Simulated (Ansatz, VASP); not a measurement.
# Two plane-wave programs on Cr

The input INCAR:

```
PREC = Accurate ; ENCUT = 520
EDIFF = 1E-6 ; ISMEAR = 0
SIGMA = 0.1 ; LREAL = F
LASPH = T ; NELM = 80
ALGO = Normal ; ISIF = 2
LWAVE = F ; LCHARG = T
GGA = PE ; LELF = T
LVHAR = T ; NBANDS = 12
```

File KPOINTS:

```
regular mesh
0
Gamma
  20 20 20
```

The input POSCAR:

```
Cr
1.0
   -1.4380140894      1.4380140894      1.4380140894
    1.4380140894     -1.4380140894      1.4380140894
    1.4380140894      1.4380140894     -1.4380140894
Cr
1
Direct
    0.0000000000      0.0000000000      0.0000000000
```

Input for Ansatz:

```yaml
crystal:
  lattice:
    - [-1.4380140894, 1.4380140894, 1.4380140894]
    - [1.4380140894, -1.4380140894, 1.4380140894]
    - [1.4380140894, 1.4380140894, -1.4380140894]
  atoms:
    - { symbol: Cr, position: [0.0, 0.0, 0.0] }
basis:
  ecutwfc: 420
kpoints:
  mp_grid: { grid: [20, 20, 20] }
hamiltonian:
  xc: pbe
scf:
  occupations: { method: gaussian, width: 0.1 }
output:
  forces: true
  stress: true
  eigenvalues: true
```

Alike in both runs: task single point; functional PBE; k mesh 20 × 20 × 20; occupations gaussian, width 0.1 eV; no spin polarisation.

```csv
,VASP,Ansatz
version,VASP 6.6.1,Ansatz 0.2.0
potentials or method,"VASP PAW PBE potentials, release 64 (Cr_pv)","scalar-relativistic, plane waves, PAW"
plane-wave cutoff (eV),520,420
valence electrons in the cell,12,14
```

|  | VASP | Ansatz | Ansatz less VASP |
| --- | --- | --- | --- |
| gap on the k mesh at the Fermi level (eV) | none | none | - |
| pressure (GPa) | -7.6 | -7.2 | +0.46 |

A gap of «none» marks a metal or a gap that the smearing closes. The two sets of potentials don't hold the same shells in valence.

Caveats: the run has no spin polarisation, though such a crystal can be magnetic. Spin polarisation is off, so any magnetic state and its effect on volume and gap are missing.
